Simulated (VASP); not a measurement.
A run of VASP 6.6.1 is set up as follows.

Contents of INCAR:

```
PREC = Accurate ; ENCUT = 600
EDIFF = 1E-6 ; ISMEAR = -1
SIGMA = 0.05 ; LREAL = F
LASPH = T ; NELM = 60
ALGO = Normal ; ISIF = 3
LWAVE = F ; LCHARG = F
GGA = PS ; IBRION = 2
NSW = 60 ; EDIFFG = -0.01
PSTRESS = 400 ; KPAR = 2
```

KPOINTS

```
regular mesh
0
Gamma
  7 7 10
```

POSCAR

```
SiO2
1.0
    4.1773000000      0.0000000000      0.0000000000
    0.0000000000      4.1773000000      0.0000000000
    0.0000000000      0.0000000000      2.6655000000
O Si
4 2
Direct
    0.3061000000      0.3061000000      0.0000000000
    0.6939000000      0.6939000000      0.0000000000
    0.1939000000      0.8061000000      0.5000000000
    0.8061000000      0.1939000000      0.5000000000
    0.0000000000      0.0000000000      0.0000000000
    0.5000000000      0.5000000000      0.5000000000
```

Potentials or basis: VASP PAW PBE potentials, release 64 (O, Si).

Launch:

```bash
$ cat potpaw_PBE.64/O/POTCAR potpaw_PBE.64/Si/POTCAR > POTCAR
$ mpirun -np 2 vasp_std > vasp.out
```

Question: Predict the relaxed cell.

Answer: a = 4.025 Å, b = 4.025 Å, c = 2.614 Å, α = 90.00°, β = 90.00°, γ = 90.00°.

Question: Predict the band gap on the k mesh.

Answer: 6.63 eV, direct.

Question: Predict the space group after relaxing (to 0.05 Å).

Answer: P4_2/mnm (No. 136).

The path:
```csv
step,energy change (eV),largest force (eV/Å),pressure (GPa),volume (Å³)
1,0.0000,0.1295,4.74,46.51
2,4.1262,2.0852,149.88,35.95
3,0.4692,0.7071,38.08,42.76
4,0.5120,0.7368,40.03,42.58
5,0.5869,0.5567,41.00,42.19
6,0.5363,0.0645,40.33,42.34
7,0.5191,0.0039,39.55,42.40
8,0.5209,0.0045,39.66,42.39
9,0.5382,0.0148,40.45,42.32
10,0.5283,0.0036,40.01,42.36
```

Caveat: the cell is relaxed towards a set pressure, so the enthalpy falls and the energy may rise; the PAW data sets were made with another functional, which shifts forces and pressure a little; an odd mesh through Γ misses points on the zone boundary, where band edges often lie.
